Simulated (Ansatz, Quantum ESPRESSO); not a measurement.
**SiC (rock salt): bulk modulus from a few volumes**

How stiff is rock salt SiC under hydrostatic load? Each row scales the relaxed cell evenly and relaxes the atoms. The symmetry of the cell is held, so distortions that would lower it, which this phase may prefer, aren't tested. The phase is followed to these pressures whether or not it stays the stable one.

Calculated with Ansatz 0.2.0, PBEsol, PAW files of the set soft_1, cutoff 600 eV, Fermi–Dirac smearing 0.05 eV, k-mesh 18×18×18, no spin polarisation, no spin-orbit coupling.

Reference cell, relaxed at zero pressure with PBEsol (Fm-3m): a = 2.8527 Å, b = 2.8527 Å, c = 2.8527 Å, α = 60.00°, β = 60.00°, γ = 60.00°.

```csv
atom,x,y,z
Si,0.0000,0.0000,0.0000
C,0.5000,0.5000,0.5000
```

| V (Å³/atom) | V/V0 | P (GPa) | E − E0 (meV/atom) |
| --- | --- | --- | --- |
| 7.7152 | 0.9400 | 18.118 | 26.3 |
| 8.0435 | 0.9800 | 5.410 | 2.7 |
| 8.3718 | 1.0200 | −4.915 | 2.5 |
| 8.5360 | 1.0400 | −9.424 | 9.9 |
| 8.7001 | 1.0600 | −13.457 | 21.7 |

V0 = 8.2077 Å³ an atom, where the residual pressure P0 is +0.020 GPa. **Question.** Fit the Birch–Murnaghan law and give the pressure and the energy at V = 7.8794 Å³ an atom, a row left out above.

With the Eulerian strain f = ½[(V0/V)^(2/3) − 1] and F = (P − P0)/[3f(1 + 2f)^(5/2)], the third-order law is the line F = B0 + (3/2) B0 (B′ − 4) f.

```
       f  F (GPa)
 0.02106   258.40
 0.00678   256.15
−0.00656   259.36
−0.01290   260.44
−0.01905   259.89
```

A straight line through the 5 rows: the means are −0.002134 for f and 258.85 for F, Σ(Δx)² = 0.001039 and ΣΔxΔy = −0.07147, so the slope is −0.07147/0.001039 = −68.786 and the intercept 258.85 − (−68.786)(−0.002134) = 258.7.

Hence B0 = 258.7 GPa and B′ = 4 + (−68.8)/(1.5 × 258.7) = 3.82. For the withheld volume f = 0.01379, F = 257.75 GPa and P = 11.44 GPa. The run itself gives 11.33 GPa, so the estimate misses by 0.11 GPa; the fitted rows themselves lie up to 0.08 GPa off the law.

Integrating the same law gives E − E0 = (9/2) B0 V0 f²[1 + (B′ − 4) f] + P0(V0 − V), with 1 GPa Å³ = 6.2415 meV: 11.4 meV an atom. The run itself gives 11.3 meV, so the estimate misses by 0.1 meV, a rounding's worth.

The same fit over all rows at other levels or in other programs gives B0 = 257 GPa with PBEsol (Quantum ESPRESSO, PseudoDojo), 267 GPa with r2SCAN (Ansatz) and 266 GPa with LDA (Quantum ESPRESSO, GBRV).

[Logs are printed without paths, hosts, clocks, repeated set-up lines and the standing remarks that a program may print on its own settings, such as how far it seeks lower states.]
